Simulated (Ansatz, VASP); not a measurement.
Given: the input of a run of Ansatz 0.2.0 on Be. This isn't the form of Be at room conditions, which is hcp.

input.yaml

```yaml
crystal:
  lattice:
    - [0.0, 1.57905, 1.57905]
    - [1.57905, 0.0, 1.57905]
    - [1.57905, 1.57905, 0.0]
  atoms:
    - { symbol: Be, position: [0.0, 0.0, 0.0] }
hamiltonian:
  xc: revpbe
  pseudopotentials: { kind: paw }
kpoints:
  mp_grid: { grid: [14, 14, 14] }
scf:
  occupations: { method: fermi_dirac, width: 0.05 }
output:
  forces: true
  stress: true
  eigenvalues: true
relax:
  f_tol: 0.01
  max_steps: 40
  cell: { stress_tol: 0.05 }
```

Potentials or basis: Ansatz PAW.

Command:

```sh
$ ansatz run input.yaml --threads 2 --pin off --max-ram 5632MiB --backend cpu --events-out ev --progress --plain --runs-dir out
```

Q: What does the same run look like in VASP 6.6.1? Potentials or basis there: PBE PAW files Be, 600 eV.

A: As run (cutoffs and basis follow the program's own potentials, and thresholds, step limits or extra output files can differ):

Contents of INCAR:

```
SYSTEM = Be
PREC = Accurate
ENCUT = 600
EDIFF = 1E-6
ISMEAR = -1
SIGMA = 0.05
LREAL = .False.
LASPH = .True.
NELM = 100
ALGO = Fast
ISIF = 3
LWAVE = .False.
LCHARG = .False.
GGA = RE
IBRION = 2
NSW = 40
EDIFFG = -0.02
```

Contents of KPOINTS:

```
Automatic mesh
0
Gamma
  14 14 14
  0 0 0
```

Contents of POSCAR:

```
Be
1.0
    0.0000000000      1.5790500000      1.5790500000
    1.5790500000      0.0000000000      1.5790500000
    1.5790500000      1.5790500000      0.0000000000
Be
1
Direct
    0.0000000000      0.0000000000      0.0000000000
```

Potentials or basis: VASP PAW PBE potentials, release 64 (Be).

Run with:

```console
$ cat potpaw_PBE.64/Be/POTCAR > POTCAR
$ mpirun -np 1 vasp_std > vasp.out
```

Both were run:

|  | Ansatz | VASP |
| --- | --- | --- |
| Relaxed volume | 8.04 Å³/atom | 8.05 Å³/atom |
| Relaxed cell | a = 2.249 Å, b = 2.249 Å, c = 2.249 Å, α = 60.00°, β = 60.00°, γ = 60.00° | a = 2.250 Å, b = 2.250 Å, c = 2.250 Å, α = 60.00°, β = 60.00°, γ = 60.00° |
| Space group after relaxing | Fm-3m (No. 225) | Fm-3m (No. 225) |
| Pressure after relaxing | 0.0 GPa | 0.0 GPa |

Ansatz's pressure holds a Pulay term of +0.06 GPa for its cutoff of 420 eV, which the other run lacks.

Ansatz's potentials were made for PBE. VASP's potentials were made for PBE.

Where Ansatz's input types no cutoff or centring, it takes its own default and a Γ-centred mesh.

Pressure is positive in compression.
